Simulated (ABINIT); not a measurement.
Runs of ABINIT 10.8.3 (patched build) on MnO. It takes space group Fm-3m (No. 225, cubic). The conventional cell has a = 4.448 Å, b = 4.448 Å, c = 4.448 Å, α = 90.00°, β = 90.00°, γ = 90.00°. Mn (site symmetry m-3m) has 6 O at 2.22 Å as nearest neighbours. Around O (site symmetry m-3m) lie 6 Mn at 2.22 Å. The cell is a database's computed one.

| task | level | potentials or basis | k mesh | cutoff (eV) | fine-grid cutoff | mesh quality | gap on the mesh (eV) | moment (μB) |
| --- | --- | --- | --- | --- | --- | --- | --- | --- |
| band structure | LDA-PZ | JTH PAW LDA v2.0 | 10 × 10 × 10 | 626 | 1224.51 eV | not flagged | none | 4.52 |
| single point | PBEsol | PseudoDojo NC SR PBEsol v0.4.1 standard | 10 × 10 × 10 | 1306 | - | not flagged | none | (b) |
| band structure | LDA | JTH PAW LDA v2.0 | 10 × 10 × 10 | 626 | 1224.51 eV | not flagged | none | 4.59 |
| single point | PBEsol | JTH PAW PBE v2.0 | 6 × 6 × 6 | 626 | 1224.51 eV | coarse | none | 4.71 |
| single point | PBEsol | JTH PAW PBE v2.0 | 8 × 8 × 8 | 626 | 1224.51 eV | not flagged | none | (a) |

Alike in all rows: spin collinear, ferromagnetic start; cell as given; smearing fermi-dirac 0.05 eV.

Task: Estimate the missing entries.

Result: (a) 4.73; (b) 4.80.

Caveats: some runs use coarse meshes; a cell with one magnetic atom can't hold antiferromagnetic order, which such compounds often take; semilocal functionals often make such compounds metallic where correlation or magnetic order opens a gap, which also shifts bond lengths.

A k mesh can miss the band edges.

A gap of «none» marks a metal or a gap under the smearing width.

Not every run made on this cell is shown here.
